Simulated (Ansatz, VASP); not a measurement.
One calculation of InP, two programs

```xyz
2
Lattice="0.0000 2.8262 2.8262 2.8262 0.0000 2.8262 2.8262 2.8262 0.0000" Properties=species:S:1:pos:R:3 pbc="T T T"
In    0.0000    0.0000    0.0000
P     2.8262    2.8262    2.8262
```

Change from the starting cell: volume scaled by 0.97, PAW files.

Alike in both runs: task electric field gradients; functional PBEsol; k mesh 11 × 11 × 11; occupations fermi-dirac, width 0.03 eV; no spin polarisation.

|  | VASP | Ansatz |
| --- | --- | --- |
| version | VASP 6.6.1 | Ansatz 0.2.0 |
| potentials or method | VASP PAW PBE potentials, release 64 (In_d, P) | PAW with Ansatz's default frozen-core files, scalar-relativistic |
| plane-wave cutoff (eV) | 520 | 420 |
| valence electrons in the cell | 18 | 18 |

|  | VASP | Ansatz | Ansatz less VASP |
| --- | --- | --- | --- |
| pressure (GPa) | -6.9 | -6.9 | -0.03 |
| Vzz of the field gradient on the site that differs most (V/Å²) | 0.0 | 0.0 | 0.00 |

Ansatz warned: «gradients_without_spin_orbit».

Caveats: the PAW data sets were made with another functional, which shifts forces and pressure a little (VASP).
